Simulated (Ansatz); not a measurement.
# SrTiO3: one atom moved along a line

Method: DFT PBE, scalar-relativistic, plane waves, PAW (Ansatz 0.2.0). Cutoff 420 eV, Γ-centred 8×8×8 k-points, Gaussian smearing of 0.05 eV. No spin polarisation. Energies are free energies at this smearing, counted from the undisturbed cell; pressure is positive in compression.

The starting cell (relaxed at this level; it needn't be the usual structure):

```
Sr Ti O
1.0
     3.93640    0.00000    0.00000
     0.00000    3.93640    0.00000
     0.00000    0.00000    3.93640
Sr Ti O
1 1 3
Direct
  0.00000 0.00000 0.00000
  0.50000 0.50000 0.50000
  0.00000 0.50000 0.50000
  0.50000 0.00000 0.50000
  0.50000 0.50000 0.00000
```

Atom 2 (Ti) is moved by x along the Cartesian unit vector (1.000, 0.000, 0.000); the cell and all other atoms stay fixed.

```csv
x (Å),ΔE (meV/cell),force along x on the moved atoms (eV/Å),pressure (GPa),gap on the mesh (eV)
-0.6000,4853.2,30.41,34.5,1.87
-0.3600,748.0,7.50,9.9,1.93
-0.1200,15.5,0.43,?,?
0.0000,0.0,0.00,0.0,1.84
0.1800,62.9,-1.23,2.1,1.88
0.2400,174.5,-2.59,3.9,1.90
0.3000,387.9,-4.64,6.5,1.92
0.4200,1307.2,?,?,1.94
0.4800,2126.4,-16.20,19.7,1.93
0.5400,3277.9,?,?,1.91
```

By symmetry 0.6000 repeats -0.6000, -0.4800 repeats 0.4800, 0.3600 repeats -0.3600, -0.2400 repeats 0.2400, 0.1200 repeats -0.1200 in energy; the slope of the energy along the path changes sign there.

**Question.** Give the withheld values.

**Answer.** pressure (GPa) at x (Å) = -0.1200: 0.9; gap on the mesh (eV) at x (Å) = -0.1200: 1.86; force along x on the moved atoms (eV/Å) at x (Å) = 0.4200: -11.30; pressure (GPa) at x (Å) = 0.4200: 14.3; force along x on the moved atoms (eV/Å) at x (Å) = 0.5400: -22.43; pressure (GPa) at x (Å) = 0.5400: 26.4.

Many cubic perovskites lower their energy by tilts or polar distortions; a scan of this one displacement doesn't rule them out.

Cost: 10 runs of about 1.7 core-minutes in all, on Intel Xeon Platinum 8259CL (Skylake/Cascade Lake) (shared hosts).